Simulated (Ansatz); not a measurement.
Wanted: the native input for an Ansatz 0.2.0 run.

- Task: relaxation of cell and atoms
- Functional: PBEsol
- Potentials or basis: Ansatz PAW
- Cutoff: 420 eV (not typed: the program's choice for these potentials)
- k mesh: 7 × 7 × 7
- Occupations: fermi-dirac, width 0.05 eV
- Spin: no spin polarisation

SnO2:

```
Sn O
1.0
    -5.37331    5.37331    1.61623
     5.37331   -5.37331    1.61623
     5.37331    5.37331   -1.61623
Sn O
4 8
Direct
  0.35108 0.83107 0.18214
  0.83107 0.64892 0.47999
  0.16893 0.35108 0.52001
  0.64892 0.16893 0.81786
  0.20560 0.15493 0.36053
  0.84507 0.20560 0.05067
  0.79440 0.84507 0.63947
  0.15493 0.79440 0.94933
  0.16104 0.54296 0.70400
  0.54296 0.83896 0.38192
  0.45704 0.16104 0.61808
  0.83896 0.45704 0.29600
```

Measurements of this composition are mostly on another form, of space group No. 136.

The input as run:

input.yaml

```yaml
crystal:
  lattice:
    - [-5.37331, 5.37331, 1.616233]
    - [5.37331, -5.37331, 1.616233]
    - [5.37331, 5.37331, -1.616233]
  atoms:
    - { symbol: Sn, position: [0.3510765, 0.8310675, 0.182144] }
    - { symbol: Sn, position: [0.8310675, 0.6489235, 0.479991] }
    - { symbol: Sn, position: [0.1689325, 0.3510765, 0.520009] }
    - { symbol: Sn, position: [0.6489235, 0.1689325, 0.817856] }
    - { symbol: O, position: [0.2056015, 0.1549285, 0.36053] }
    - { symbol: O, position: [0.8450715, 0.2056015, 0.050673] }
    - { symbol: O, position: [0.7943985, 0.8450715, 0.63947] }
    - { symbol: O, position: [0.1549285, 0.7943985, 0.949327] }
    - { symbol: O, position: [0.1610445, 0.5429605, 0.704005] }
    - { symbol: O, position: [0.5429605, 0.8389555, 0.381916] }
    - { symbol: O, position: [0.4570395, 0.1610445, 0.618084] }
    - { symbol: O, position: [0.8389555, 0.4570395, 0.295995] }
hamiltonian:
  xc: pbesol
  pseudopotentials: { kind: paw }
kpoints:
  mp_grid: { grid: [7, 7, 7] }
scf:
  occupations: { method: fermi_dirac, width: 0.05 }
output:
  forces: true
  stress: true
  eigenvalues: true
relax:
  f_tol: 0.01
  max_steps: 40
  cell: { stress_tol: 0.05 }
```

Potentials or basis: Ansatz PAW.

Launch:

```console
$ ansatz run input.yaml --threads 4 --pin off --max-ram 11264MiB --backend cpu --events-out ev --progress --plain --runs-dir out
```

It gave:

* Relaxed volume: 15.20 Å³/atom
* Relaxed cell: a = 7.721 Å, b = 7.721 Å, c = 7.721 Å, α = 92.46°, β = 92.46°, γ = 156.10°
* Space group after relaxing (to 0.05 Å): I4/m (No. 87)
* Energy gained by relaxing: 9.1 meV/atom
* Ionic steps: 9
* Pressure after relaxing: 0.0 GPa
* Band gap on the k mesh: 1.91 eV, indirect (least direct gap 2.09 eV)

Caveat: odd divisions of the mesh miss points on the zone boundary, where band edges often lie, so the gap on the mesh can be too wide; the plane-wave basis is chosen anew once the cell has moved, so the energies of steps on either side of that aren't comparable; the pressure holds a Pulay correction of +0.7 GPa for the finite cutoff; spin-orbit coupling is left out, which moves the levels of the heavy elements; the PAW data sets come from PBE, with cores solved anew for the run's functional, which leaves a small shift of forces and pressure.

Run time: 29 s on 4 threads of AMD EPYC 9R45 96-Core Processor (Zen 5) (shared host), peak memory 0.93 GiB.
